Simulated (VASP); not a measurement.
Here is a VASP 6.6.1 calculation.

INCAR

```
PREC     = Accurate       # precision mode
ENCUT    = 520            # plane-wave cutoff, eV
EDIFF    = 1E-7           # SCF threshold, eV
ISMEAR   = 0              # smearing method
SIGMA    = 0.02           # smearing width, eV
LREAL    = False          # projectors in reciprocal space
LASPH    = True           # aspherical terms in the spheres
NELM     = 100            # most SCF steps
ALGO     = Normal         # electronic algorithm
ISIF     = 2              # what is computed and relaxed
LWAVE    = False          # write WAVECAR
LCHARG   = False          # write CHGCAR
METAGGA  = R2SCAN         # meta-GGA
LMIXTAU  = True         
LUSE_VDW = True         
IVDW_NL  = 2            
BPARAM   = 11.95        
CPARAM   = 0.0093       
KPAR     = 4
```

The input KPOINTS:

```
Automatic mesh
0
Gamma
  10 10 10
```

POSCAR

```
SrO                                     
1.0
    0.0000000000      2.5754250918      2.5754250918
    2.5754250918      0.0000000000      2.5754250918
    2.5754250918      2.5754250918      0.0000000000
  Sr              O             
     1     1
Direct
     0.0000000000000000    0.0000000000000000    0.0000000000000000
     0.5000000000000000    0.5000000000000000    0.5000000000000000
```

The input KPOINTS_OPT:

```
path GXWKGLUWLK,UX
20
line-mode
reciprocal
 0.0000000000  0.0000000000  0.0000000000  G
 0.5000000000  0.0000000000  0.5000000000  X

 0.5000000000  0.0000000000  0.5000000000  X
 0.5000000000  0.2500000000  0.7500000000  W

 0.5000000000  0.2500000000  0.7500000000  W
 0.3750000000  0.3750000000  0.7500000000  K

 0.3750000000  0.3750000000  0.7500000000  K
 0.0000000000  0.0000000000  0.0000000000  G

 0.0000000000  0.0000000000  0.0000000000  G
 0.5000000000  0.5000000000  0.5000000000  L

 0.5000000000  0.5000000000  0.5000000000  L
 0.6250000000  0.2500000000  0.6250000000  U

 0.6250000000  0.2500000000  0.6250000000  U
 0.5000000000  0.2500000000  0.7500000000  W

 0.5000000000  0.2500000000  0.7500000000  W
 0.5000000000  0.5000000000  0.5000000000  L

 0.5000000000  0.5000000000  0.5000000000  L
 0.3750000000  0.3750000000  0.7500000000  K

 0.6250000000  0.2500000000  0.6250000000  U
 0.5000000000  0.0000000000  0.5000000000  X
```

Potentials or basis: VASP PAW PBE potentials, release 64 (Sr_sv, O).

The run is started by

```bash
$ cat potpaw_PBE.64/Sr_sv/POTCAR potpaw_PBE.64/O/POTCAR > POTCAR
$ mpirun -np 4 vasp_std > vasp.out
```

Problem. Predict the pressure.

Solution. 0.1 GPa.

Problem. What does it give for the band gap on the k mesh?

Solution. 3.70 eV, indirect (least direct gap 3.79 eV).

Problem. Estimate the band gap along the path.

Solution. 3.70 eV, indirect (least direct gap 3.79 eV).

Levels at the corners of the path, in eV from the valence-band top:
```
point  band 5  band 6  band 7  band 8  band 9  band 10  band 11  band 12
    Γ  -14.48    0.00    0.00    0.00    4.55     6.75     6.75     6.75
    X  -14.84   -0.44   -0.09   -0.09    3.70     8.47    10.90    11.00
    X  -14.84   -0.44   -0.09   -0.09    3.70     8.47    10.90    11.00
    W  -14.03   -1.11   -0.44   -0.44    6.50     6.50     9.28    11.71
    W  -14.03   -1.11   -0.44   -0.44    6.50     6.50     9.28    11.70
    K  -14.21   -0.93   -0.57   -0.48    5.24     8.44     9.40    10.75
    K  -14.21   -0.93   -0.57   -0.48    5.24     8.44     9.40    10.75
    Γ  -14.48    0.00    0.00    0.00    4.55     6.75     6.75     6.75
    Γ  -14.48    0.00    0.00    0.00    4.55     6.75     6.75     6.75
    L  -13.48   -2.12   -1.12   -1.12    7.06     8.96     9.45     9.45
    L  -13.48   -2.12   -1.12   -1.12    7.06     8.96     9.45     9.45
    U  -14.21   -0.93   -0.57   -0.48    5.24     8.44     9.40    10.75
    U  -14.21   -0.93   -0.57   -0.48    5.24     8.44     9.40    10.75
    W  -14.03   -1.11   -0.44   -0.44    6.50     6.50     9.28    11.70
    W  -14.03   -1.11   -0.44   -0.44    6.50     6.50     9.28    11.70
    L  -13.48   -2.12   -1.12   -1.12    7.06     8.96     9.45     9.45
    L  -13.48   -2.12   -1.12   -1.12    7.06     8.96     9.45     9.45
    K  -14.21   -0.93   -0.57   -0.48    5.24     8.44     9.40    10.75
    U  -14.21   -0.93   -0.57   -0.48    5.24     8.44     9.40    10.75
    X  -14.84   -0.44   -0.09   -0.09    3.70     8.47    10.90    11.00
```

Caveat: the PAW data sets were made with another functional, which shifts forces and pressure a little. r2SCAN opens gaps a little over a GGA but as a rule still falls short of measured ones.
